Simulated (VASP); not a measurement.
Runs of VASP 6.6.1 on LiH. The structure is cubic, space group Fm-3m (No. 225). Conventional cell: a = 4.074 Å, b = 4.074 Å, c = 4.074 Å, α = 90.00°, β = 90.00°, γ = 90.00°. Li (site symmetry m-3m) has 6 H at 2.04 Å as nearest neighbours. Around H (site symmetry m-3m) lie 6 Li at 2.04 Å. 

```csv
task,level,cell,k mesh,cutoff (eV),grid for exact exchange (PRECFOCK),screening parameter,exchange at q = 0,share of exact exchange,gap on the mesh (eV)
relaxation of cell and atoms,PBEsol,relaxed,12 × 12 × 12,600,-,-,-,-,(a)
band structure,HSE06,"Fm-3m, 7.83 Å³/atom",8 × 8 × 8,520,Fast,0.2 1/A,-,-,3.97
band structure,PBE-EpsX,"Fm-3m, 7.83 Å³/atom",8 × 8 × 8,520,Fast,-,truncated,0.225,4.46
band structure,PBE0,"Fm-3m, 7.83 Å³/atom",8 × 8 × 8,520,Fast,-,truncated,-,4.64
```

Alike in all rows: potentials or basis VASP PAW PBE potentials, release 64 (Li_sv, H); no spin polarisation; smearing gaussian 0.03 eV.

Q: Estimate the missing entries.

A: (a) 2.72.

Caveats: the cutoff is under 1.25 times the usual one of these potentials, so pressure, stress and relaxed cells hold a basis-set (Pulay) error; the PAW data sets were made with another functional, which shifts forces and pressure a little.

A k mesh can miss the band edges.

Runs at the PBE level aren't shown here.
